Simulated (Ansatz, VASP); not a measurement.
**One calculation of AlGaN2, two programs**

```
Al Ga N
1.0
     3.14088    0.00000    0.00000
     0.00000    3.14088    0.00000
     0.00000    0.00000    4.42384
Al Ga N
1 1 2
Direct
  0.50000 0.50000 0.50000
  0.00000 0.00000 0.00000
  0.50000 0.00000 0.75861
  0.00000 0.50000 0.24139
```

Change from the starting cell: mode 12 (682.2 1/cm) frozen in, largest displacement +0.090 Å.

Alike in both runs: task single point; functional LDA; k mesh 8 × 8 × 6; occupations gaussian, width 0.05 eV; no spin polarisation.

```csv
,VASP,Ansatz
version,VASP 6.6.1,Ansatz 0.2.0
potentials or method,"VASP PAW LDA potentials, release 64 (Al, Ga_d, N)","scalar-relativistic, plane waves, PAW"
plane-wave cutoff (eV),520,420
valence electrons in the cell,26,26
```

```csv
,VASP,Ansatz,Ansatz less VASP
gap on the k mesh at the Fermi level (eV),2.87,2.86,-0.011
least direct gap on the mesh (eV),2.87,2.86,-0.011
pressure (GPa),-3.0,-3.8,-0.82
largest component of the traceless stress (GPa),0.32,0.29,-0.027
rms of the force components (eV/Å),0.827,0.808,-0.0192
```

Atom by atom the forces differ by 0.019 eV/Å (rms over components).

Caveats: forces of over 1 eV/Å show positions far from the minimum, so gaps and moduli don't describe the material at rest. A k mesh can miss the band edges.
